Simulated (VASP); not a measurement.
# Band-edge properties of WS2 (Fm-3m), part 2 of 3

Aim: the gap of WS2, the masses at its band edges and their response to strain. The cell is generated by rule, not measured, and may not be a known phase.

VASP 6.6.1, plane waves and PAW; the level of theory is named at each step.

Still holding for the runs below: This run has no spin polarisation, although W can carry a moment.

So far. Step 3 (Bands on a dense mesh): At -14.4 GPa the cell is away from the equilibrium volume of this level: left free, it would shrink.

The structure was built from a prototype and need not be the compound's stable phase.

## (4) Bands with spin-orbit coupling

This step: PBEsol, spin-orbit coupling, no spin polarisation; plane waves and PAW (W, S); invented cell (VASP 6.6.1).

Spin-orbit coupling can split and shift the band edges, more so for heavy elements, so the bands are solved again with spinors.

Input file INCAR:

```
SYSTEM = WS2
PREC = Accurate
ENCUT = 400
EDIFF = 1E-06
NELM = 100
ISMEAR = 0
SIGMA = 0.02
LREAL = .FALSE.
ALGO = Normal
GGA = PS
LNONCOLLINEAR = .TRUE.
MAGMOM = 0 0 0 0 0 0 0 0 0
NBANDS = 30
GGA_COMPAT = .FALSE.
LASPH = .TRUE.
LSORBIT = .TRUE.
LMAXMIX = 4
LORBIT = 11
LWAVE = .FALSE.
LCHARG = .FALSE.
KPAR = 4
ISIF = 2
```

Input file POSCAR:

```
WS2
1.0
    0.0000000000      3.0022200000      3.0022200000
    3.0022200000      0.0000000000      3.0022200000
    3.0022200000      3.0022200000      0.0000000000
W S
1 2
Direct
    0.0000000000      0.0000000000      0.0000000000
    0.2500000000      0.2500000000      0.2500000000
    0.7500000000      0.7500000000      0.7500000000
```

Input file KPOINTS:

```
Automatic mesh
0
Gamma
8 8 8
0 0 0
```

Input file KPOINTS_OPT:

```
Line mode
16
Line-mode
Reciprocal
  0.00000000   0.00000000   0.00000000 GAMMA
  0.50000000   0.00000000   0.50000000 X

  0.50000000   0.00000000   0.50000000 X
  0.50000000   0.25000000   0.75000000 W

  0.50000000   0.25000000   0.75000000 W
  0.37500000   0.37500000   0.75000000 K

  0.37500000   0.37500000   0.75000000 K
  0.00000000   0.00000000   0.00000000 GAMMA

  0.00000000   0.00000000   0.00000000 GAMMA
  0.50000000   0.50000000   0.50000000 L

  0.50000000   0.50000000   0.50000000 L
  0.62500000   0.25000000   0.62500000 U

  0.62500000   0.25000000   0.62500000 U
  0.50000000   0.25000000   0.75000000 W

  0.50000000   0.25000000   0.75000000 W
  0.50000000   0.50000000   0.50000000 L

  0.50000000   0.50000000   0.50000000 L
  0.37500000   0.37500000   0.75000000 K

  0.62500000   0.25000000   0.62500000 U
  0.50000000   0.00000000   0.50000000 X
```

PAW data sets: W and S (PBE family, release 64).

Launch:

```bash
$ mpirun -np 4 vasp_ncl
```

The program printed:

```text
[... set-up lines as in an earlier step ...]
 entering main loop
       N       E                     dE             d eps       ncg     rms          rms(c)
DAV:   1     0.642705047605E+02    0.64271E+02   -0.67433E+03  1772   0.855E+02
DAV:   2    -0.181748766578E+02   -0.82445E+02   -0.77518E+02  2146   0.208E+02
DAV:   3    -0.244080148585E+02   -0.62331E+01   -0.60266E+01  2314   0.541E+01
DAV:   4    -0.245372837837E+02   -0.12927E+00   -0.12879E+00  2246   0.841E+00
DAV:   5    -0.245401050506E+02   -0.28213E-02   -0.28203E-02  2288   0.119E+00    0.199E+01
DAV:   6    -0.231925879817E+02    0.13475E+01   -0.52925E+00  2410   0.151E+01    0.834E+00
DAV:   7    -0.229096812777E+02    0.28291E+00   -0.15576E+00  2354   0.925E+00    0.745E+00
DAV:   8    -0.228357570455E+02    0.73924E-01   -0.27582E-01  2236   0.380E+00    0.119E+00
DAV:   9    -0.228243264378E+02    0.11431E-01   -0.24510E-02  2138   0.121E+00    0.350E-01
DAV:  10    -0.228234287945E+02    0.89764E-03   -0.18888E-03  2220   0.249E-01    0.269E-01
DAV:  11    -0.228230165984E+02    0.41220E-03   -0.14045E-03  2064   0.219E-01    0.854E-02
DAV:  12    -0.228229659263E+02    0.50672E-04   -0.18511E-04  2358   0.779E-02    0.345E-02
DAV:  13    -0.228229709871E+02   -0.50608E-05   -0.70324E-06  1976   0.240E-02    0.301E-02
DAV:  14    -0.228229771319E+02   -0.61448E-05   -0.10455E-05  1992   0.211E-02    0.113E-02
DAV:  15    -0.228229737583E+02    0.33736E-05   -0.76366E-06  2298   0.190E-02    0.154E-03
DAV:  16    -0.228229738168E+02   -0.58485E-07   -0.56869E-07  1234   0.513E-03
   1 F= -.22822974E+02 E0= -.22822737E+02  d E =-.472825E-03  mag=     0.0000    -0.0000     0.0000
 Start KPOINTS_OPT (optional k-point list driver)
k-point batch [1-29\160]
       N       E                     dE             ncg
DAV:   1     0.283752838328E+04   -0.77179E+04     1756
DAV:   2     0.514758846781E+03   -0.23228E+04     2192
DAV:   3     0.351694573448E+03   -0.16306E+03     2234
DAV:   4     0.348367790457E+03   -0.33268E+01     2204
DAV:   5     0.348291853525E+03   -0.75937E-01     2288
DAV:   6     0.348289085244E+03   -0.27683E-02     2260
DAV:   7     0.348289011412E+03   -0.73833E-04     2298
DAV:   8     0.348289008655E+03   -0.27570E-05     1964
DAV:   9     0.348289008520E+03   -0.13498E-06     1446
[...]
k-point batch [146-160\160]
       N       E                     dE             ncg
DAV:   1     0.821368257467E+04   -0.65969E+04      908
DAV:   2     0.704808951282E+04   -0.11656E+04     1130
DAV:   3     0.696896137211E+04   -0.79128E+02     1154
DAV:   4     0.696748375953E+04   -0.14776E+01     1138
DAV:   5     0.696745366617E+04   -0.30093E-01     1176
DAV:   6     0.696745284813E+04   -0.81804E-03     1170
DAV:   7     0.696745282129E+04   -0.26832E-04     1176
DAV:   8     0.696745282030E+04   -0.99814E-06     1002
```

Run time: 97 s. Hardware: 4 MPI ranks of Intel Xeon Platinum 8375C at 2.90GHz (Ice Lake), shared host; peak memory 1.1 GiB; 6.4 min of CPU time.

From OUTCAR (step 4):

```text
The static configuration has the point symmetry O_h .

 Found     29 irreducible k-points:

   k-points           NKPTS =     29   k-points in BZ     NKDIM =     29   number of bands    NBANDS=     30

   NELECT =      18.0000    total number of electrons

 E-fermi :   6.0994

 k-point     1 :       0.0000    0.0000    0.0000
  band No.  band energies     occupation
    ...
     16       5.2649      1.00000
     17       5.4766      1.00000
     18       5.4766      1.00000
     19       5.4766      1.00000
     20       5.4766      1.00000
     21      10.2022      0.00000
     22      10.2022      0.00000
     23      10.4733      0.00000
     24      10.4733      0.00000
     25      10.4733      0.00000
    ...

 k-point     2 :       0.1250    0.0000    0.0000
  band No.  band energies     occupation
    ...
     14       4.4451      1.00000
     15       4.7378      1.00000
     16       4.7378      1.00000
     17       6.0534      0.99944
     18       6.0534      0.99944
     19       6.2280      0.00000
     20       6.2280      0.00000
     21       9.0161      0.00000
     22       9.0161      0.00000
     23       9.9168      0.00000
    ...

  Total       -4.5688905     -4.5688905     -4.5688905     -0.0000000     -0.0000000      0.0000000
  in kB     -135.2582592   -135.2582592   -135.2582592     -0.0000000     -0.0000000      0.0000000
  external PRESSURE =    -135.2582592 kB  Pullay stress =       0.0000000 kB

 POSITION                                       TOTAL-FORCE (eV/Angst)
 -----------------------------------------------------------------------------------
      0.00000      0.00000      0.00000         0.000000      0.000000      0.000000
      1.50111      1.50111      1.50111        -0.000000     -0.000000      0.000000
      4.50333      4.50333      4.50333         0.000000     -0.000000     -0.000000
 -----------------------------------------------------------------------------------
    total drift:                                0.000000     -0.000000     -0.000000

  FREE ENERGIE OF THE ION-ELECTRON SYSTEM (eV)
  ---------------------------------------------------
  free  energy   TOTEN  =       -22.8229738168 eV

  energy  without entropy=      -22.8225009917  energy(sigma->0) =      -22.82273740

 Spin-Orbit-Coupling matrix elements
 Ion:    1  E_soc:     -0.4409821
 Ion:    2  E_soc:     -0.0027979
 Ion:    3  E_soc:     -0.0027979

 total charge
# of ion       s       p       d       tot
------------------------------------------
    1        0.517   0.490   3.926   4.933
    2        1.350   2.272   0.000   3.622
    3        1.350   2.272   0.000   3.622
--------------------------------------------------
tot          3.216   5.035   3.926  12.177

 magnetization (x)
# of ion       s       p       d       tot
------------------------------------------
    1       -0.000  -0.000  -0.000  -0.000
    2        0.000  -0.000   0.000  -0.000
    3        0.000   0.000   0.000   0.000
--------------------------------------------------
tot          0.000   0.000  -0.000   0.000

 magnetization (y)
# of ion       s       p       d       tot
------------------------------------------
    1       -0.000  -0.000   0.000  -0.000
    2        0.000   0.000   0.000   0.000
    3        0.000   0.000   0.000   0.000
--------------------------------------------------
tot         -0.000   0.000   0.000   0.000

 magnetization (z)
# of ion       s       p       d       tot
------------------------------------------
    1       -0.000   0.000   0.000   0.000
    2        0.000   0.000   0.000   0.000
    3        0.000   0.000   0.000   0.000
--------------------------------------------------
tot         -0.000   0.000   0.000   0.000

[... 7 parts as in an earlier step ...]

[... 5 further parts left out ...]
```

This step gave:

```
SCF cycles              : 16
bands                   : 30
irreducible k-points    : 29
free energy (TOTEN)     : -22.82 eV
energy at zero smearing : -22.82 eV
Fermi energy            : 6.099 eV
pressure                : -13.53 GPa
```

The spin moment in the PAW sphere vanishes on all atoms.

On-site spin-orbit energy by atom:

```
atom  on-site spin-orbit energy (eV)
  W1                          -0.441
  S2                          -0.003
  S3                          -0.003
```

The electronic bands at the labelled points (eV, zero at the Fermi level; # counts the bands kept, so #1 is VASP's band 5):

```
          point     #9    #10    #11    #12    #13    #14    #15    #16
              Γ  -0.83  -0.83  -0.83  -0.83  -0.62  -0.62  -0.62  -0.62
0.47 of the way  -1.34  -1.34  -1.07  -1.07  -0.40  -0.40  -0.15  -0.15
              X  -2.40  -2.40  -1.06  -1.06   0.20   0.20   0.70   0.70
0.47 of the way  -2.44  -2.44  -0.58  -0.58   0.26   0.26   0.55   0.55
              W  -2.42  -2.42  -0.14  -0.14   0.37   0.37   0.47   0.47
0.47 of the way  -2.37  -2.37  -0.19  -0.19   0.18   0.18   0.39   0.39
              K  -2.33  -2.33  -0.27  -0.27   0.03   0.03   0.33   0.33
0.53 of the way  -3.25  -3.25  -1.15  -1.15  -0.46  -0.46   0.72   0.72
              Γ  -0.83  -0.83  -0.83  -0.83  -0.62  -0.62  -0.62  -0.62
0.47 of the way  -2.38  -2.38  -2.29  -2.29   0.11   0.11   0.41   0.41
              L  -3.06  -3.06  -2.90  -2.90  -0.50  -0.50  -0.19  -0.19
0.53 of the way  -2.38  -2.38  -1.66  -1.66  -0.09  -0.09   0.15   0.15
              U  -2.33  -2.33  -0.27  -0.27   0.03   0.03   0.33   0.33
0.47 of the way  -2.36  -2.36  -0.20  -0.20   0.15   0.15   0.37   0.37
              W  -2.42  -2.42  -0.14  -0.14   0.37   0.37   0.47   0.47
0.53 of the way  -2.35  -2.35  -1.65  -1.65  -0.07  -0.07   0.14   0.14
              L  -3.06  -3.06  -2.90  -2.90  -0.50  -0.50  -0.19  -0.19
0.53 of the way  -2.38  -2.38  -1.66  -1.66  -0.09  -0.09   0.15   0.15
              K  -2.33  -2.33  -0.27  -0.27   0.03   0.03   0.33   0.33
      jump to U  -2.33  -2.33  -0.27  -0.27   0.03   0.03   0.33   0.33
0.47 of the way  -2.42  -2.42  -0.72  -0.72   0.23   0.23   0.54   0.54
              X  -2.40  -2.40  -1.06  -1.06   0.20   0.20   0.70   0.70
```

Of the projections kept (W, S), the largest for each band there; the rest of the weight can lie on other orbitals:

```
point      #9     #10     #11     #12     #13     #14     #15     #16
    Γ  W 1.00  W 1.00  W 1.00  W 1.00  S 0.93  S 0.93  S 0.93  S 0.93
    X  W 0.63  W 0.63  W 0.98  W 0.98  W 0.99  W 0.99  S 1.00  S 1.00
    W  W 0.65  W 0.65  W 0.99  W 0.99  S 1.00  S 1.00  W 0.89  W 0.89
    K  W 0.55  W 0.55  W 0.88  W 0.88  S 0.83  S 0.83  W 0.95  W 0.95
    Γ  W 1.00  W 1.00  W 1.00  W 1.00  S 0.93  S 0.93  S 0.93  S 0.93
    L  S 0.91  S 0.91  S 0.85  S 0.85  W 0.99  W 0.99  W 0.99  W 0.99
```

## (5) Orbitals for bands with HSE06

This step: PBE, no spin polarisation; plane waves and PAW (W, S); invented cell (VASP 6.6.1).

The hybrid starts from PBE orbitals, which saves many expensive cycles.

Input file INCAR:

```
SYSTEM = WS2
PREC = Accurate
ENCUT = 400
EDIFF = 1E-05
NELM = 100
ISMEAR = 0
SIGMA = 0.02
LREAL = .FALSE.
ALGO = Normal
GGA = PE
NBANDS = 15
LASPH = .TRUE.
LORBIT = 11
LWAVE = .TRUE.
LCHARG = .FALSE.
KPAR = 4
```

POSCAR is that of step 4.

Input file KPOINTS:

```
Automatic mesh
0
Gamma
4 4 4
0 0 0
```

Launch:

```bash
$ mpirun -np 4 vasp_std
```

The program printed:

```text
[banner, memory and clock lines left out]
running    4 mpi-ranks, on    1 nodes
 distrk:  each k-point on    1 cores,    4 groups
 distr:  one band on    1 cores,    1 groups

 POSCAR found type information on POSCAR W S
 POSCAR found :  2 types and       3 ions
 LDA part: xc-table for (Slater+PW92), standard interpolation
 POSCAR, INCAR and KPOINTS ok, starting setup
 FFT: planning ... GRIDC
 FFT: planning ... GRID_SOFT
 FFT: planning ... GRID
 WAVECAR not read
 entering main loop
       N       E                     dE             d eps       ncg     rms          rms(c)
DAV:   1     0.603220962518E+02    0.60322E+02   -0.64674E+03   248   0.822E+02
DAV:   2    -0.186358458429E+02   -0.78958E+02   -0.75019E+02   317   0.194E+02
DAV:   3    -0.228615462033E+02   -0.42257E+01   -0.41648E+01   289   0.460E+01
DAV:   4    -0.229188941317E+02   -0.57348E-01   -0.57326E-01   332   0.611E+00
DAV:   5    -0.229200391375E+02   -0.11450E-02   -0.11450E-02   317   0.824E-01    0.192E+01
DAV:   6    -0.214619959442E+02    0.14580E+01   -0.76882E+00   328   0.157E+01    0.822E+00
DAV:   7    -0.210756383257E+02    0.38636E+00   -0.16914E+00   320   0.868E+00    0.697E+00
DAV:   8    -0.210461202026E+02    0.29518E-01   -0.19655E-01   269   0.307E+00    0.129E+00
DAV:   9    -0.210340137508E+02    0.12106E-01   -0.14531E-02   275   0.995E-01    0.448E-01
DAV:  10    -0.210333842935E+02    0.62946E-03   -0.24092E-03   311   0.285E-01    0.132E-01
DAV:  11    -0.210333471331E+02    0.37160E-04   -0.23406E-04   298   0.992E-02    0.410E-02
DAV:  12    -0.210333613268E+02   -0.14194E-04   -0.49988E-05   276   0.446E-02    0.706E-03
DAV:  13    -0.210333619460E+02   -0.61920E-06   -0.46880E-06   211   0.190E-02
   1 F= -.21033362E+02 E0= -.21031028E+02  d E =-.466888E-02
 writing wavefunctions
```

Elapsed: 4.8 s, on 4 MPI ranks; peak memory 0.56 GiB; 16 s of CPU time.

From OUTCAR (step 5):

```text
   k-points           NKPTS =      8   k-points in BZ     NKDIM =      8   number of bands    NBANDS=     15

   NELECT =      18.0000    total number of electrons

 E-fermi :   6.2891

 k-point     1 :       0.0000    0.0000    0.0000
  band No.  band energies     occupation
    ...
      6       5.4254      2.00000
      7       5.4254      2.00000
      8       5.4254      2.00000
      9       5.4338      2.00000
     10       5.4338      2.00000
     11      10.7130      0.00000
     12      10.7130      0.00000
     13      10.7143      0.00000
     14      10.9814      0.00000
     15      10.9814      0.00000

  Total       -3.3682965     -3.3682965     -3.3682965     -0.0000000      0.0000000     -0.0000000
  in kB      -99.7156570    -99.7156570    -99.7156570     -0.0000000      0.0000000     -0.0000000
  external PRESSURE =     -99.7156570 kB  Pullay stress =       0.0000000 kB

 POSITION                                       TOTAL-FORCE (eV/Angst)
 -----------------------------------------------------------------------------------
      0.00000      0.00000      0.00000        -0.000000     -0.000000     -0.000000
      1.50111      1.50111      1.50111         0.000000      0.000000      0.000000
      4.50333      4.50333      4.50333        -0.000000     -0.000000      0.000000
 -----------------------------------------------------------------------------------
    total drift:                               -0.000000     -0.000000     -0.000000

  FREE ENERGIE OF THE ION-ELECTRON SYSTEM (eV)
  ---------------------------------------------------
  free  energy   TOTEN  =       -21.0333619460 eV

  energy  without entropy=      -21.0286930696  energy(sigma->0) =      -21.03102751

[... 6 parts as in an earlier step ...]

[... 10 further parts left out ...]
```

The k-mesh is coarse for a metal.

This step gave:

```
SCF cycles              : 13
bands                   : 15
irreducible k-points    : 8
free energy (TOTEN)     : -21.03 eV
energy at zero smearing : -21.03 eV
Fermi energy            : 6.289 eV
pressure                : -9.972 GPa
```

The run ends at a pressure of -9.97 GPa.

(Part 2 of 3 ends here.)

[Lines on the potential files, build, host, timing and source positions are cut from VASP's logs without a mark.]

[Logs are printed without paths, hosts, clocks, repeated set-up lines and the standing remarks that a program may print on its own settings, such as how far it seeks lower states.]

[Hosts, paths, dates, database ids (printed as entryN), source tags and the programs' standing remarks are cut or masked in the printed files.]

[In band tables of VASP the shares of atoms and orbitals are scaled to a sum of 1 inside the atoms' spheres.]

[Gaps and slopes under strain along one axis are those of the sampled path and mesh points; where strain splits equal valleys, another of them can be the edge.]
